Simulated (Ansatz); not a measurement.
# 5-layer 1T-PtSSe (AA) in a perpendicular field

Aim: how the 5-layer 1T-PtSSe (AA) screens a field along its normal, and what the field does to its bands. A positive field points along +c.

Method: plane-wave DFT, PBE-D3(BJ), Ansatz PAW, in Ansatz 0.2.0.

## Step 1: The structure

The cell holds 15 atoms: 5 Se, 5 Pt and 5 S. Its edges and angles: a = 3.660 Å, b = 3.660 Å, c = 76.612 Å, α = 90.0°, β = 90.0°, γ = 120.0°. Regions: layer 1: 1T-PtSSe, 3 atoms (1 Se, 1 Pt and 1 S); layer 2: 1T-PtSSe, 3 atoms (1 Se, 1 Pt and 1 S); layer 3: 1T-PtSSe, 3 atoms (1 Se, 1 Pt and 1 S); layer 4: 1T-PtSSe, 3 atoms (1 Se, 1 Pt and 1 S); layer 5: 1T-PtSSe, 3 atoms (1 Se, 1 Pt and 1 S). Vacuum lies along c.

## Step 2: Relaxation

The starting cell is a guess, so the in-plane lattice and the atoms are relaxed first, with the slab cut off from its images along the normal.

input.yaml

```yaml
crystal:
  lattice:
    - [3.66, 0.0, 0.0]
    - [-1.83, 3.1696529779, 0.0]
    - [0.0, 0.0, 76.6120382329]
  atoms:
    - { symbol: Se, position: [0.6666666667, 0.3333333333, 0.3511197538] }
    - { symbol: Pt, position: [0.0, 0.0, 0.3671483112] }
    - { symbol: S, position: [0.3333333333, 0.6666666667, 0.3788230716] }
    - { symbol: Se, position: [0.6666666667, 0.3333333333, 0.4186340474] }
    - { symbol: Pt, position: [0.0, 0.0, 0.4346626048] }
    - { symbol: S, position: [0.3333333333, 0.6666666667, 0.4463373653] }
    - { symbol: Se, position: [0.6666666667, 0.3333333333, 0.486148341] }
    - { symbol: Pt, position: [0.0, 0.0, 0.5021768985] }
    - { symbol: S, position: [0.3333333333, 0.6666666667, 0.513851659] }
    - { symbol: Se, position: [0.6666666667, 0.3333333333, 0.5536626347] }
    - { symbol: Pt, position: [0.0, 0.0, 0.5696911922] }
    - { symbol: S, position: [0.3333333333, 0.6666666667, 0.5813659526] }
    - { symbol: Se, position: [0.6666666667, 0.3333333333, 0.6211769284] }
    - { symbol: Pt, position: [0.0, 0.0, 0.6372054858] }
    - { symbol: S, position: [0.3333333333, 0.6666666667, 0.6488802462] }
  periodic: [true, true, false]
kpoints:
  mp_grid: { grid: [12, 12, 1] }
hamiltonian:
  xc: pbe
  dispersion: d3bj
scf:
  occupations: { method: fermi_dirac, width: 0.05 }
  convergence: { dr2_threshold: 1.0e-09 }
relax:
  f_tol: 0.004
  max_steps: 90
  cell: {}
output:
  write_potential: true
  write_density: true
  volumetric_format: npy
```

On the command line:

```console
> ansatz run input.yaml --threads 4 --pin off --max-ram 16384MiB --backend cpu --events-out ev --progress --plain --runs-dir out
```

Numbers of over 12 decimals in the logs are rounded to 6 here.

What it wrote:

```text
Warning: relax.cell: scf.convergence.dr2_threshold = 1e-9 eV is looser than the 1.39323649281e-10 eV advised for a relaxation that steers and ends on the stress (1e-10 eV for each atom of the cell: 15, times the square of relax.cell.stress_2d_tol = 0.05 N/m over 32.8 Å (the atoms' height at the walk's start and 5 Å past either face), 1.524e-2 GPa, over a crystal's default 0.05). What an SCF threshold leaves in a stress goes as its square root, and in the free energy as the threshold itself, and one threshold admits the most on a small cell: [figures from the program's tests cut] Set scf.convergence.dr2_threshold to 1.39323649281e-10 eV or tighter. [rest of the remark cut]
Engine: ansatz 0.2.0, aarch64-unknown-linux-gnu
Pseudopotentials: kind: paw
Pseudopotential: Se, paw, valence charge 16, recommended cutoff 420 eV (normal), Se.paw.azcp
Pseudopotential: Pt, paw, valence charge 18, recommended cutoff 420 eV (normal), Pt.paw.azcp
Pseudopotential: S, paw, valence charge 6, recommended cutoff 420 eV (normal), S.paw.azcp
Functional definition: PBE
  parameter kappa = 0.804
  parameter beta = 0.066725
  exchange = pbe_x(kappa = kappa, mu = beta*pi^2/3)
  correlation = pbe_c(beta = beta)
Crystal: 15 atoms, lattice volume = 888.771 Å³
Basis set: ecut = 420 eV, 17177 PW (Γ), exchange–correlation on 50×50×1080 points (8 copies of the dense FFT grid, shifted against one another)
Bands: 120, of which v1, the nominal top of the filled ones, is band 100 counted from 1 (99 counted from 0)
Symmetry: 6 space group operations
Space group: P3m1 (ITA 156), of the structure as read, at distance tolerance 9.6e-5 Å
k-points: 19 of 144 (time reversal used)
Non-local potential: Se, projectors of the file, l = 0: 2, l = 1: 2, l = 2: 3, l = 3: 1
Non-local potential: Pt, projectors of the file, l = 0: 3, l = 1: 2, l = 2: 2, l = 3: 1
Non-local potential: S, projectors of the file, l = 0: 2, l = 1: 2, l = 2: 2
PAW form: soft (Blöchl's): semilocal exchange-correlation on the pseudo side does not see the compensation charge
PAW one-centre angular grid: Se, 590 points (default); XC on 64 Gauss nodes
PAW one-centre angular grid: Pt, 590 points (default); XC on 64 Gauss nodes
PAW one-centre angular grid: S, 110 points (default); XC on 64 Gauss nodes
Initial density: superposition of atomic densities (neutral atoms: chi_scale 0, normalization atom), corrected by the library's trained network
Initial wavefunctions: pseudopotential atomic-orbital guess
Functional: x = pbe(κ = 0.804, μ = 0.219515), c = pbe(β = 0.066725)
SCF iter   1: F=—  HF=-94479.098425 eV  |F-HF|=—  |Δ(HF+E_count)|=         —  Δρ=2.90e-3  dr2=7.93e-1  ethr=1.77e-3  ⟨swp⟩=13.7  Hψ=14691  notcnv=0  defer=53
preconditioner: auto → LDOS  [insulator: Δε(μ)=0.536 eV  Ē_g=9.839 eV  σ=0.050 eV  W_gap=0.99  n_scr=164 (ndim 8)  ℏωp=13.1 eV  f_vac=0.661  D(μ)=0.04/eV (n_scr^D=2)  ε∞_Penn≈2.8  β→1.0]
SCF iter   2: F=—  HF=-94479.171636 eV  |F-HF|=—  |Δ(HF+E_count)|=   7.32e-2  Δρ=4.15e-3  dr2=6.94e-1  ethr=3.96e-4  ⟨swp⟩=4.1  Hψ=4144  notcnv=0  defer=177
SCF iter   3: F=—  HF=-94479.056578 eV  |F-HF|=—  |Δ(HF+E_count)|=   1.15e-1  Δρ=1.37e-3  dr2=1.40e-1  ethr=3.47e-4  ⟨swp⟩=3.2  Hψ=3069  notcnv=0  defer=177
SCF iter   4: F=—  HF=-94479.074155 eV  |F-HF|=—  |Δ(HF+E_count)|=   1.76e-2  Δρ=2.02e-3  dr2=1.63e-1  ethr=7.01e-5  ⟨swp⟩=3.3  Hψ=4669  notcnv=0  defer=177
SCF iter   5: F=—  HF=-94479.048322 eV  |F-HF|=—  |Δ(HF+E_count)|=   2.58e-2  Δρ=2.20e-4  dr2=2.74e-2  ethr=7.01e-5  ⟨swp⟩=2.3  Hψ=3195  notcnv=0  defer=177
SCF iter   6: F=—  HF=-94479.048490 eV  |F-HF|=—  |Δ(HF+E_count)|=   1.68e-4  Δρ=1.26e-4  dr2=6.04e-3  ethr=1.37e-5  ⟨swp⟩=1.7  Hψ=2490  notcnv=0  defer=177
SCF iter   7: F=—  HF=-94479.048446 eV  |F-HF|=—  |Δ(HF+E_count)|=   4.40e-5  Δρ=7.49e-5  dr2=1.22e-4  ethr=3.02e-6  ⟨swp⟩=1.8  Hψ=2460  notcnv=0  defer=177
SCF iter   8: F=—  HF=-94479.048463 eV  |F-HF|=—  |Δ(HF+E_count)|=   1.73e-5  Δρ=3.24e-5  dr2=3.70e-4  ethr=6.10e-8  ⟨swp⟩=3.1  Hψ=4528  notcnv=0  defer=177
SCF iter   9: F=—  HF=-94479.048463 eV  |F-HF|=—  |Δ(HF+E_count)|=   1.21e-7  Δρ=1.26e-5  dr2=5.47e-5  ethr=6.10e-8  ⟨swp⟩=1.6  Hψ=2480  notcnv=0  defer=177
SCF iter  10: F=—  HF=-94479.048453 eV  |F-HF|=—  |Δ(HF+E_count)|=   1.07e-5  Δρ=4.41e-6  dr2=4.81e-7  ethr=2.74e-8  ⟨swp⟩=1.6  Hψ=2454  notcnv=0  defer=177
SCF iter  11: F=—  HF=-94479.049018 eV  |F-HF|=—  |Δ(HF+E_count)|=   5.66e-4  Δρ=2.53e-6  dr2=3.54e-7  ethr=2.40e-10  ⟨swp⟩=3.3  Hψ=4757  notcnv=0  defer=177
SCF iter  12: F=—  HF=-94479.049018 eV  |F-HF|=—  |Δ(HF+E_count)|=   3.75e-8  Δρ=1.62e-6  dr2=6.85e-8  ethr=1.77e-10  ⟨swp⟩=2.9  Hψ=3805  notcnv=0  defer=177
SCF iter  13: F=—  HF=-94479.049018 eV  |F-HF|=—  |Δ(HF+E_count)|=   3.13e-9  Δρ=5.92e-7  dr2=1.30e-8  ethr=3.42e-11  ⟨swp⟩=3.3  Hψ=4027  notcnv=0  defer=177
SCF iter  14: F=—  HF=-94479.049018 eV  |F-HF|=—  |Δ(HF+E_count)|=  3.64e-10  Δρ=2.46e-7  dr2=2.01e-9  ethr=6.50e-12  ⟨swp⟩=3.1  Hψ=4037  notcnv=0  defer=177
SCF iter  15: F=-94479.049018 eV  HF=-94479.049018 eV  |F-HF|=2.07e-9  |Δ(HF+E_count)|=   1.85e-9  Δρ=1.47e-7  dr2=8.70e-10  ethr=1.00e-12  ⟨swp⟩=11.2  Hψ=16432  notcnv=0
SCF 1 converged in 15 iterations: F = -94479.049018 eV  dr2 = 8.70e-10
  greatest PAW one-centre occupation: 1.000 electrons in one spin orbital (limit 2), on the Pt atom at site 13 (counted from 0), in its partial waves of l = 0
relax step   1: F+E_penalty+E_count = -94479.04901835 eV  Δ(F+E_penalty+E_count) = +0.000e0 eV  max|allowed force component| = 3.563e0 eV/Å  Δτ_max = 0.0000 Å  P = +39.023 N/m  Ω = 888.771 Å³  fix = [c, alpha, beta]  reactions: c +0.000 N/m  (15 SCF iters, accepted)
Crystal: 15 atoms, lattice volume = 899.160 Å³
Basis set: ecut = 420 eV, 17597 PW (Γ), exchange–correlation on 50×50×1080 points (8 copies of the dense FFT grid, shifted against one another)
Initial density: handed on by an earlier stage of this run
Initial wavefunctions: those handed on with the density
iter 1 solved again at ethr=5.24e-4 eV; its pass at ethr=3.10e-3 eV (dr2=1.05e0 eV) is discarded
SCF iter   1: F=—  HF=-94482.089927 eV  |F-HF|=—  |Δ(HF+E_count)|=         —  Δρ=9.31e-3  dr2=1.06e0  ethr=5.24e-4  ⟨swp⟩=4.6  Hψ=12976  notcnv=0
preconditioner: auto → LDOS  [metal: Δε(μ)=0.045 eV  Ē_g=9.189 eV  σ=0.050 eV  W_gap=0.21  n_scr=164 (ndim 8)  ℏωp=13.0 eV  f_vac=0.657  D(μ)=3.02/eV (n_scr^D=18)  β→1.0]
SCF iter   2: F=—  HF=-94482.090254 eV  |F-HF|=—  |Δ(HF+E_count)|=   3.27e-4  Δρ=4.94e-3  dr2=4.22e-1  ethr=5.24e-4  ⟨swp⟩=4.1  Hψ=4428  notcnv=0  defer=10
[...]
SCF iter   1: F=—  HF=-94482.298622 eV  |F-HF|=—  |Δ(HF+E_count)|=         —  Δρ=1.17e-4  dr2=2.72e-6  ethr=7.04e-8  ⟨swp⟩=7.3  Hψ=24492  notcnv=0  defer=1
preconditioner: auto → LDOS  [insulator: Δε(μ)=0.128 eV  Ē_g=9.252 eV  σ=0.050 eV  W_gap=0.56  n_scr=164 (ndim 8)  ℏωp=13.0 eV  f_vac=0.678  D(μ)=2.37/eV (n_scr^D=16)  ε∞_Penn≈3.0  β→1.0]
SCF iter   2: F=—  HF=-94482.306893 eV  |F-HF|=—  |Δ(HF+E_count)|=   8.27e-3  Δρ=1.97e-6  dr2=3.33e-7  ethr=1.36e-9  ⟨swp⟩=4.8  Hψ=7612  notcnv=0  defer=15
SCF iter   3: F=—  HF=-94482.306889 eV  |F-HF|=—  |Δ(HF+E_count)|=   4.41e-6  Δρ=2.37e-6  dr2=4.51e-7  ethr=1.67e-10  ⟨swp⟩=3.0  Hψ=4490  notcnv=0  defer=19
SCF iter   4: F=—  HF=-94482.306887 eV  |F-HF|=—  |Δ(HF+E_count)|=   1.16e-6  Δρ=1.37e-6  dr2=1.07e-7  ethr=1.67e-10  ⟨swp⟩=2.4  Hψ=2949  notcnv=0  defer=19
SCF iter   5: F=—  HF=-94482.306889 eV  |F-HF|=—  |Δ(HF+E_count)|=   1.08e-6  Δρ=6.08e-7  dr2=1.39e-8  ethr=5.33e-11  ⟨swp⟩=2.6  Hψ=3049  notcnv=0  defer=19
SCF iter   6: F=—  HF=-94482.306890 eV  |F-HF|=—  |Δ(HF+E_count)|=   1.67e-6  Δρ=2.14e-7  dr2=1.24e-9  ethr=6.95e-12  ⟨swp⟩=2.8  Hψ=3692  notcnv=0  defer=19
iter 7 met the thresholds in force, and the SCF goes on: an eigenvalue changes by 2.23 meV, over its tolerance of 1.07 meV (output.eigenvalues, Limitations)
SCF iter   7: F=-94482.306891 eV  HF=-94482.306891 eV  |F-HF|=4.98e-8  |Δ(HF+E_count)|=   4.47e-7  Δρ=6.08e-8  dr2=8.92e-11  ethr=1.00e-12  ⟨swp⟩=22.9  Hψ=19233  notcnv=0
iter 8 met the thresholds in force, and the SCF goes on: an eigenvalue changes by 2.54 meV, over its tolerance of 1.03 meV (output.eigenvalues, Limitations)
SCF iter   8: F=-94482.306891 eV  HF=-94482.306891 eV  |F-HF|=4.66e-10  |Δ(HF+E_count)|=   4.84e-8  Δρ=2.51e-8  dr2=3.07e-11  ethr=1.00e-12  ⟨swp⟩=9.2  Hψ=13712  notcnv=0
Mixer restart at iter 8: flushing history
SCF iter   9: F=-94482.306891 eV  HF=-94482.306891 eV  |F-HF|=6.30e-9  |Δ(HF+E_count)|=   2.68e-9  Δρ=1.86e-7  dr2=8.20e-9  ethr=1.00e-12  ⟨swp⟩=2.0  Hψ=2526  notcnv=0  κ⁻¹=1.0e0(r=1)
SCF iter  10: F=-94482.306891 eV  HF=-94482.306891 eV  |F-HF|=2.77e-8  |Δ(HF+E_count)|=  2.04e-10  Δρ=1.79e-7  dr2=3.05e-8  ethr=1.00e-12  ⟨swp⟩=1.7  Hψ=2337  notcnv=0  κ⁻¹=4.1e-2(r=2)
SCF iter  11: F=-94482.306891 eV  HF=-94482.306891 eV  |F-HF|=1.38e-9  |Δ(HF+E_count)|=  1.46e-10  Δρ=5.82e-8  dr2=5.25e-10  ethr=1.00e-12  ⟨swp⟩=9.4  Hψ=13412  notcnv=0
SCF 11 converged in 11 iterations: F = -94482.306891 eV  dr2 = 5.25e-10
relax step  11: F+E_penalty+E_count = -94482.30689073 eV  Δ(F+E_penalty+E_count) = -1.922e-4 eV  max|allowed force component| = 2.430e-3 eV/Å  Δτ_max = 0.0000 Å  P = -0.023 N/m  Ω = 891.768 Å³  fix = [c, alpha, beta]  reactions: c -0.000 N/m  stress off target by 2.29e-2 N/m on what of the cell is left free  SCF on the basis re-selected at this cell (its energy is not comparable with the rows above)  (11 SCF iters)
basis re-selected at this cell: Δ(F+E_penalty+E_count) = -1.922e-4 eV, ΔP = -0.017 N/m vs the last step (what re-selecting the basis moved, of the pressure what is left beyond the Pulay correction that the steps carried, after the strain that the cell walked since its last selection, with what the two solves' SCF thresholds leave and, on support functions, any second-order correction that the steps lacked; it is no m [...]
WARN: The output density's exchange-correlation potential varies sharply where the density is thin. Do not read a vacuum level from v_tot or v_xc, or from such a field of the output density. On a cell that repeats whose density bears no net charge and no dipole along the vacuum's axis use v_es (v_loc + v_h of the components); under efield.dipole_correction with no amplitude use v_es + v_field, which holds any externa [...]
SCF converged after 11 iterations
an eigenvalue changed by more than its tolerance at an iteration that met the thresholds in force, so the SCF went on 2 times, its first undamped step at iteration 8: the last check found none over its tolerance
Free energy (F): -94482.306891 eV
Harris-Foulkes:  -94482.306891 eV  (|F-HF|=1.38e-9)
Internal energy: -94482.285305 eV  (E = F + TS)
E sigma→0 (E₀):  -94482.296098 eV
Entropy (-TS):   -0.021585 eV (-1.439 meV/atom)
Fermi energy:    -4.996985 eV
--- Per-component energies (eV) ---
  E_band       = -6690.305582
  E_kinetic    = 4312.214136
  E_local      = -3541017.940539  (includes V_loc(G=0)·N_el)
  E_nonlocal   = -1836.861340
  E_hartree    = 1767337.517394
  E_xc         = -2316.889767
  E_vxc        = -2444.589091  (∫ρ·V_xc dr)
  E_paw        = -59829.804091  (= ΣΔE_a)
  E_vpaw       = -378.142033  (= ΣTr[D̂ρ^β])
  E_aug_tail   = -0.001939  (compensation charges beyond the density's cutoff)
  E_ewald      = 1738875.960913
  E_disp       = -6.480073  (pairwise vdW)
  E_smearing   = -0.021585  (= −TS)
  E_closure    = 0.000000  (closes the sum)
  Σ components = -94482.306891   (vs F -94482.306891, Δ=0.00e0)
--- Forces (eV/Å), atoms counted from 1 ---
  atom   1  Se    -0.00000000     0.00000000    -0.00020349
  atom   2  Pt     0.00000000    -0.00000000     0.00010195
  atom   3  S      0.00000000    -0.00000000     0.00132098
  atom   4  Se     0.00000000     0.00000000    -0.00197897
  atom   5  Pt     0.00000000     0.00000000     0.00036985
  atom   6  S     -0.00000000     0.00000000     0.00055503
  atom   7  Se     0.00000000     0.00000000     0.00004905
  atom   8  Pt     0.00000000     0.00000000    -0.00002261
  atom   9  S      0.00000000     0.00000000     0.00058407
  atom  10  Se    -0.00000000     0.00000000    -0.00084358
  atom  11  Pt     0.00000000     0.00000000    -0.00122201
  atom  12  S      0.00000000    -0.00000000     0.00242973
  atom  13  Se    -0.00000000     0.00000000    -0.00119631
  atom  14  Pt     0.00000000     0.00000000    -0.00077370
  atom  15  S      0.00000000    -0.00000000     0.00083092
  max |Σ_I F_I| component: 9.28e-7 eV/Å
--- 2D stress c σ (N/m, compression-positive) ---
       -0.022906      -0.000000      -0.000000
       -0.000000      -0.022906       0.000000
       -0.000000       0.000000      -0.000000
  P = ½ c Tr σ = -0.0229 N/m
--- Band table (eV; the first three rows and the last of 19) ---
  k-point 0: bands = [... 96 lower, -5.9871, -5.8980, -5.2751, -4.7395, -3.7965, -3.7965, -3.5093, -3.5093, ... 16 higher]
  k-point 1: bands = [... 96 lower, -5.7686, -5.4612, -5.1910, -4.9047, -4.0110, -3.9439, -3.7766, -3.6292, ... 16 higher]
  k-point 2: bands = [... 96 lower, -5.8576, -5.6243, -5.3621, -5.0488, -4.4029, -4.1947, -4.1339, -3.9135, ... 16 higher]
  k-point 18: bands = [... 96 lower, -7.0217, -6.8557, -6.7740, -6.4106, -5.0824, -4.6914, -4.6046, -4.2630, ... 16 higher]
  the weakly bound empty levels are not read free of the cell's end (no_gap_told)
--- Relaxed structure (10 steps of the walk, 10 accepted, 1 SCFs on fresh bases) ---
  F+E_penalty+E_count = -94482.30689073 eV   max|allowed force component| = 2.430e-3 eV/Å   (the final SCF, on the basis selected at the relaxed cell)
  cell:  # Å, volume = 891.7677 Å³
    - [3.666165, 4.563218310537284e-19, 0]
    - [-1.833083, 3.174992, 0]
    - [0, 0, 76.6120382329]
  atoms:
    - { symbol: Se, position: [0.666667, 0.333333, 0.359648] }
    - { symbol: Pt, position: [0, 0, 0.377191] }
    - { symbol: S, position: [0.333333, 0.666667, 0.392575] }
    - { symbol: Se, position: [0.666667, 0.333333, 0.422227] }
    - { symbol: Pt, position: [0, 0, 0.439448] }
    - { symbol: S, position: [0.333333, 0.666667, 0.454937] }
    - { symbol: Se, position: [0.666667, 0.333333, 0.484168] }
    - { symbol: Pt, position: [0, 0, 0.501370] }
    - { symbol: S, position: [0.333333, 0.666667, 0.516851] }
    - { symbol: Se, position: [0.666667, 0.333333, 0.546088] }
    - { symbol: Pt, position: [0, 0, 0.563256] }
    - { symbol: S, position: [0.333333, 0.666667, 0.578722] }
    - { symbol: Se, position: [0.666667, 0.333333, 0.608239] }
    - { symbol: Pt, position: [0, 0, 0.625208] }
    - { symbol: S, position: [0.333333, 0.666667, 0.640955] }
```

The job ended after 19 min (4 threads of Arm Neoverse V1, shared host; peak memory 3.2 GiB).

The steps of the relaxation:

```csv
step,energy less that of the first step (eV),largest force component (eV/Å),volume (Å³)
1,0.0000,3.5627,888.77
2,-2.9553,0.6951,899.16
3,-3.1023,0.3235,896.75
4,-3.1903,0.0947,879.62
5,-3.2280,0.1108,884.50
6,-3.2520,0.0632,888.32
7,-3.2549,0.0420,892.69
8,-3.2563,0.0280,892.23
9,-3.2576,0.0049,892.06
10,-3.2577,0.0024,891.77
11*,-3.2579,0.0024,891.77
```

Relaxation steps marked * repeat the geometry before them on a plane-wave basis chosen anew for their cell, so energy and pressure can jump there.

Forces are held to the 6 operations that the run works with; a distortion that breaks them can't arise in this run.

```csv
cell as run,before,after,change
a (Å),3.660,3.666,+0.2 %
b (Å),3.660,3.666,+0.2 %
```

The atoms that moved most (Å, along periodic axes as changes of fractional coordinates times the final cell, across vacuum about the mean position):

```csv
atom,dx,dy,dz,length
S3,0.000,0.000,1.054,1.054
Se13,0.000,0.000,-0.991,0.991
Pt14,0.000,0.000,-0.919,0.919
Pt2,0.000,0.000,0.769,0.769
S6,0.000,0.000,0.659,0.659
Se1,0.000,0.000,0.653,0.653
S15,0.000,0.000,-0.607,0.607
Se10,0.000,0.000,-0.580,0.580
```

This step gave:

| Quantity | Value |
| --- | --- |
| energy at zero smearing | -94482.2961 eV |

The lattice constant a goes from 3.660 to 3.666 Å.

(Continued in part 2 of 2.)

[Logs are printed without paths, hosts, clocks, repeated set-up lines and the standing remarks that a program may print on its own settings, such as how far it seeks lower states.]

[Hosts, paths, dates, database ids (printed as entryN), source tags and the programs' standing remarks are cut or masked in the printed files.]

[Maps of the electrostatic potential energy from Ansatz leave out the sawtooth potential of an applied field or a dipole correction, so their vacuum need not be flat; planar profiles and work functions include it.]
